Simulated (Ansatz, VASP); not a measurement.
**BAs: VASP beside Ansatz**

Wanted: the spread between two codes on one cell, functional and k mesh. The cell is taken from a series of VASP runs on this material, whose earlier steps may have relaxed, scaled or displaced it; both programs get it as it stands. Valence electrons are named where the data sets of a main pair hold unlike numbers.

Calculated with Ansatz 0.2.0; plane waves, with VASP 6.6.1 beside it; elastic constants at LDA.

## 1. The structure

It takes space group F-43m (No. 216, cubic). The conventional cell has a = 4.743 Å, b = 4.743 Å, c = 4.743 Å, α = 90.00°, β = 90.00°, γ = 90.00°. Nearest to As lie 4 B at 2.05 Å. Nearest to B lie 4 As at 2.05 Å. Farther neighbours are not listed.

Coordinates:

```cif
data_structure
_symmetry_space_group_name_H-M 'P 1'
_symmetry_Int_Tables_number 1
_cell_length_a 3.3535
_cell_length_b 3.3535
_cell_length_c 3.3535
_cell_angle_alpha 60.000
_cell_angle_beta 60.000
_cell_angle_gamma 60.000
_cell_volume 26.67
loop_
_atom_site_label
_atom_site_type_symbol
_atom_site_fract_x
_atom_site_fract_y
_atom_site_fract_z
_atom_site_occupancy
As1 As 0.75000 0.75000 0.75000 1
B2 B 0.00000 0.00000 0.00000 1
```

## 2. VASP: elastic constants, LDA

Elastic constants are differences of stresses under small strains, so they test the stress and the mesh.

Lines of VASP's logs that name or quote its potential files are left out, and so is its time.

Contents of INCAR:

```
SYSTEM = BAs
PREC = Accurate
ENCUT = 700
EDIFF = 1E-08
NELM = 100
ISMEAR = 0
SIGMA = 0.03
LREAL = .FALSE.
ALGO = Normal
GGA = CA
NBANDS = 10
LORBIT = 11
LWAVE = .FALSE.
LCHARG = .FALSE.
KPAR = 4
IBRION = 6
NFREE = 2
POTIM = 0.015
ISIF = 3
NSW = 1
```

Contents of POSCAR:

```
BAs
1.0
    0.0000000000      2.3712548361      2.3712548361
    2.3712548361      0.0000000000      2.3712548361
    2.3712548361      2.3712548361      0.0000000000
As B
1 1
Direct
    0.7500000000      0.7500000000      0.7500000000
    0.0000000000      0.0000000000      0.0000000000
```

Contents of KPOINTS:

```
Automatic mesh
0
Gamma
10 10 10
0 0 0
```

PAW data sets: As and B (LDA family, release 64).

The run is started by

```console
> mpirun -np 4 vasp_std
```

Numbers of over 12 decimals in the logs are rounded to 6 here.

What it wrote:

```text
[banner, memory and clock lines left out]
running    4 mpi-ranks, on    1 nodes
 distrk:  each k-point on    1 cores,    4 groups
 distr:  one band on    1 cores,    1 groups

 POSCAR found type information on POSCAR AsB
 POSCAR found :  2 types and       2 ions
 LDA part: xc-table for (Slater(with rela. corr.)+CA(PZ))
 , standard interpolation
 POSCAR, INCAR and KPOINTS ok, starting setup
 FFT: planning ... GRIDC
 FFT: planning ... GRID_SOFT
 FFT: planning ... GRID
 WAVECAR not read
 entering main loop
       N       E                     dE             d eps       ncg     rms          rms(c)
DAV:   1     0.165168711622E+02    0.16517E+02   -0.45425E+03   940   0.888E+02
DAV:   2    -0.127947725858E+02   -0.29312E+02   -0.27862E+02  1342   0.121E+02
DAV:   3    -0.136951578538E+02   -0.90039E+00   -0.89856E+00  1126   0.210E+01
DAV:   4    -0.136980110564E+02   -0.28532E-02   -0.28530E-02  1172   0.128E+00
DAV:   5    -0.136980147447E+02   -0.36883E-05   -0.36883E-05  1104   0.488E-02    0.518E+00
DAV:   6    -0.130269120574E+02    0.67110E+00   -0.18256E+00  1002   0.593E+00    0.245E+00
DAV:   7    -0.129414946157E+02    0.85417E-01   -0.21310E-01  1138   0.248E+00    0.900E-01
DAV:   8    -0.129280174831E+02    0.13477E-01   -0.25111E-02  1018   0.889E-01    0.103E-01
DAV:   9    -0.129280409871E+02   -0.23504E-04   -0.73523E-04  1068   0.183E-01    0.582E-02
DAV:  10    -0.129280473974E+02   -0.64103E-05   -0.85852E-05  1020   0.562E-02    0.141E-02
DAV:  11    -0.129280487775E+02   -0.13802E-05   -0.15816E-06  1118   0.942E-03    0.128E-02
DAV:  12    -0.129280486191E+02    0.15848E-06   -0.79433E-07  1044   0.395E-03    0.286E-03
DAV:  13    -0.129280486214E+02   -0.23793E-08   -0.30480E-08  1074   0.128E-03
   1 F= -.12928049E+02 E0= -.12928049E+02  d E =-.121116E-28
[... from here on, the cycles between the ionic steps are left out ...]
   2 F= -.12922675E+02 E0= -.12922675E+02  d E =-.135041E-11
   3 F= -.12922615E+02 E0= -.12922615E+02  d E =-.887487E-20
   8 F= -.12924754E+02 E0= -.12924754E+02  d E =-.676016E-26
   9 F= -.12924754E+02 E0= -.12924754E+02  d E =-.677456E-26
  10 F= -.12924754E+02 E0= -.12924754E+02  d E =-.679284E-26
  11 F= -.12924754E+02 E0= -.12924754E+02  d E =-.667200E-26
  12 F= -.12924754E+02 E0= -.12924754E+02  d E =-.679270E-26
  13 F= -.12924754E+02 E0= -.12924754E+02  d E =-.669003E-26
  14 F= -.12926132E+02 E0= -.12926132E+02  d E =-.123482E-11
  15 F= -.12926132E+02 E0= -.12926132E+02  d E =-.123468E-11
  16 F= -.12926132E+02 E0= -.12926132E+02  d E =-.123036E-11
 Finite differences progress:
  Degree of freedom:   8/  8
  Displacement:        1/  2
  Total:              15/ 16
 bond charge predicted
       N       E                     dE             d eps       ncg     rms          rms(c)
DAV:   1    -0.129266100879E+02   -0.47784E-03   -0.48798E-01  3444   0.459E+00    0.158E-01
DAV:   2    -0.129263372745E+02    0.27281E-03   -0.39935E-03  4108   0.456E-01    0.809E-02
DAV:   3    -0.129261295016E+02    0.20777E-03   -0.68147E-04  4028   0.147E-01    0.111E-02
DAV:   4    -0.129261322534E+02   -0.27518E-05   -0.32406E-05  3972   0.430E-02    0.644E-03
DAV:   5    -0.129261322576E+02   -0.42153E-08   -0.64497E-07  4232   0.556E-03    0.649E-04
DAV:   6    -0.129261322575E+02    0.15797E-09   -0.32308E-08  3990   0.118E-03
  17 F= -.12926132E+02 E0= -.12926132E+02  d E =-.122399E-11
 Finite differences progress:
  Degree of freedom:   8/  8
  Displacement:        2/  2
  Total:              16/ 16
```

OUTCAR, selected parts (step 2):

```text
ion  position               nearest neighbor table
   1  0.750  0.750  0.750-   2 2.05   2 2.05   2 2.05   2 2.05
   2  0.000  0.000  0.000-   1 2.05   1 2.05   1 2.05   1 2.05

  LATTYP: Found a face centered cubic cell.
 ALAT       =     4.7425096722

 Subroutine GETGRP returns: Found 24 space group operations
 (whereof 24 operations were pure point group operations)

The static configuration has the point symmetry T_d .

 Found     47 irreducible k-points:

   k-points           NKPTS =     47   k-points in BZ     NKDIM =     47   number of bands    NBANDS=     10

   dimension x,y,z NGX =    30 NGY =   30 NGZ =   30
   dimension x,y,z NGXF=    60 NGYF=   60 NGZF=   60

   ENCUT  =  700.0 eV  51.45 Ry    7.17 a.u.   7.23  7.23  7.23*2*pi/ulx,y,z

   NELECT =       8.0000    total number of electrons

 k-points in reciprocal lattice and weights: Automatic mesh
   0.00000000  0.00000000  0.00000000       0.001
   0.10000000  0.00000000  0.00000000       0.008
   0.20000000  0.00000000  0.00000000       0.008
   0.30000000  0.00000000  0.00000000       0.008
   0.40000000  0.00000000  0.00000000       0.008
   0.50000000  0.00000000  0.00000000       0.004
   0.10000000  0.10000000  0.00000000       0.006
   0.20000000  0.10000000  0.00000000       0.024
   0.30000000  0.10000000  0.00000000       0.024
[...]
-0.30000000  0.40000000  0.20000000       0.024
  -0.30000000  0.50000000  0.20000000       0.012

 average (electrostatic) potential at core
       1 -51.7693       2 -31.6734

 E-fermi :   6.6326

 k-point     1 :       0.0000    0.0000    0.0000
  band No.  band energies     occupation
      1      -9.1712      2.00000
      2       6.2965      2.00000
      3       6.4048      2.00000
      4       6.5109      2.00000
      5       9.5987      0.00000
      6       9.6802      0.00000
      7       9.7646      0.00000
      8      11.3758      0.00000
      9      15.8702      0.00000
    ...

 k-point     2 :       0.1000    0.0000    0.0000
  band No.  band energies     occupation
      1      -9.0041      2.00000
      2       4.9547      2.00000
      3       6.0602      2.00000
      4       6.1868      2.00000
      5       9.8860      0.00000
      6      10.0165      0.00000
      7      10.1301      0.00000
      8      12.1891      0.00000
      9      16.5291      0.00000
    ...

 k-point     3 :       0.2000    0.0000    0.0000
  band No.  band energies     occupation
      1      -8.5107      2.00000
      2       2.5771      2.00000
      3       5.4692      2.00000
      4       5.5845      2.00000
      5       9.7124      0.00000
      6      10.7505      0.00000
      7      10.8741      0.00000
      8      13.7044      0.00000
      9      17.5380      0.00000
    ...

  Total       -0.0021196      0.0015276      0.0015276      0.0000000      0.1166211      0.0000000
  in kB       -0.1273524      0.0917811      0.0917811      0.0000000      7.0068528      0.0000000
  external PRESSURE =       0.0187366 kB  Pullay stress =       0.0000000 kB

  energy-cutoff  :      700.00
  volume of cell :       26.67
      direct lattice vectors                 reciprocal lattice vectors
     0.000000000  2.371254836  2.371254836    -0.210858821  0.210858821  0.210858821
     2.371254836  0.000000000  2.371254836     0.210858821 -0.210858821  0.210858821
     2.371254836  2.371254836  0.000000000     0.210858821  0.210858821 -0.210858821

 POSITION                                       TOTAL-FORCE (eV/Angst)
 -----------------------------------------------------------------------------------
      3.55688      3.55688      3.55688        -0.255494     -0.000000     -0.000000
     -0.01500      0.00000      0.00000         0.255494      0.000000      0.000000
 -----------------------------------------------------------------------------------
    total drift:                                0.000039     -0.000000     -0.000000

  FREE ENERGIE OF THE ION-ELECTRON SYSTEM (eV)
  ---------------------------------------------------
  free  energy   TOTEN  =       -12.9261322575 eV

  energy  without entropy=      -12.9261322575  energy(sigma->0) =      -12.92613226

  SYMMETRIZED ELASTIC MODULI (kBar)
 Direction    XX          YY          ZZ          XY          YZ          ZX
 --------------------------------------------------------------------------------
 XX        2885.0650    771.4378    771.4378      0.0000      0.0000      0.0000
 YY         771.4378   2885.0650    771.4378     -0.0000      0.0000      0.0000
 ZZ         771.4378    771.4378   2885.0650      0.0000      0.0000      0.0000
 XY           0.0000     -0.0000      0.0000   1760.0375      0.0000      0.0000
 YZ           0.0000      0.0000      0.0000      0.0000   1760.0375      0.0000
 ZX           0.0000      0.0000      0.0000      0.0000      0.0000   1760.0375
 --------------------------------------------------------------------------------

 Eigenvectors and eigenvalues of the dynamical matrix
 ----------------------------------------------------

   1 f  =   20.990601 THz   131.887839 2PiTHz  700.171099 cm-1    86.810113 meV
             X         Y         Z           dx          dy          dz
      3.556882  3.556882  3.556882     0.000000    0.355093    0.000000
      0.000000  0.000000  0.000000     0.000000   -0.934831    0.000000

   2 f  =   20.990601 THz   131.887839 2PiTHz  700.171099 cm-1    86.810113 meV
             X         Y         Z           dx          dy          dz
      3.556882  3.556882  3.556882    -0.355093    0.000000    0.000000
      0.000000  0.000000  0.000000     0.934831    0.000000    0.000000

   3 f  =   20.990601 THz   131.887839 2PiTHz  700.171099 cm-1    86.810113 meV
             X         Y         Z           dx          dy          dz
      3.556882  3.556882  3.556882     0.000000    0.000000   -0.355093
      0.000000  0.000000  0.000000     0.000000    0.000000    0.934831

   4 f/i=    0.000318 THz     0.002000 2PiTHz    0.010618 cm-1     0.001316 meV
             X         Y         Z           dx          dy          dz
      3.556882  3.556882  3.556882     0.934831    0.000000    0.000000
      0.000000  0.000000  0.000000     0.355093    0.000000    0.000000

   5 f/i=    0.000318 THz     0.002000 2PiTHz    0.010618 cm-1     0.001316 meV
             X         Y         Z           dx          dy          dz
      3.556882  3.556882  3.556882     0.000000   -0.934831    0.000000
      0.000000  0.000000  0.000000     0.000000   -0.355093    0.000000

   6 f/i=    0.000318 THz     0.002000 2PiTHz    0.010618 cm-1     0.001316 meV
             X         Y         Z           dx          dy          dz
      3.556882  3.556882  3.556882     0.000000    0.000000    0.934831
      0.000000  0.000000  0.000000     0.000000    0.000000    0.355093

 ELASTIC MODULI CONTR FROM IONIC RELAXATION (kBar)
 Direction    XX          YY          ZZ          XY          YZ          ZX
 --------------------------------------------------------------------------------
 XX          -0.0000     -0.0000     -0.0000     -0.0000     -0.0000      0.0000
 YY          -0.0000     -0.0000     -0.0000     -0.0000     -0.0000      0.0000
 ZZ          -0.0000     -0.0000     -0.0000     -0.0000     -0.0000      0.0000
 XY          -0.0000     -0.0000     -0.0000   -212.7603      0.0000      0.0000
 YZ          -0.0000     -0.0000     -0.0000      0.0000   -212.7603      0.0000
 ZX           0.0000      0.0000      0.0000      0.0000      0.0000   -212.7603
 --------------------------------------------------------------------------------

 TOTAL ELASTIC MODULI (kBar)
 Direction    XX          YY          ZZ          XY          YZ          ZX
 --------------------------------------------------------------------------------
 XX        2885.0650    771.4378    771.4378      0.0000     -0.0000      0.0000
 YY         771.4378   2885.0650    771.4378     -0.0000     -0.0000      0.0000
 ZZ         771.4378    771.4378   2885.0650      0.0000      0.0000      0.0000
 XY           0.0000     -0.0000      0.0000   1547.2772      0.0000      0.0000
 YZ          -0.0000     -0.0000      0.0000      0.0000   1547.2772      0.0000
 ZX           0.0000      0.0000      0.0000      0.0000      0.0000   1547.2772
 --------------------------------------------------------------------------------

 total charge
# of ion       s       p       d       tot
------------------------------------------
    1        1.178   1.692   0.090   2.961
    2        0.654   1.205   0.000   1.859
--------------------------------------------------
tot          1.832   2.897   0.090   4.819

[... 3 further parts left out ...]
```

The last energy, forces, stress and levels in OUTCAR belong to the last displaced cell, not to the cell of POSCAR.

Levels, forces or a CONTCAR printed for this step are those of its last displaced cell, not of the structure at rest.

[end of part 1 of 2]

[Lines on the potential files, build, host, timing and source positions are cut from VASP's logs without a mark.]

[Logs are printed without paths, hosts, clocks, repeated set-up lines and the standing remarks that a program may print on its own settings, such as how far it seeks lower states.]

[Hosts, paths, dates, database ids (printed as entryN), source tags and the programs' standing remarks are cut or masked in the printed files.]
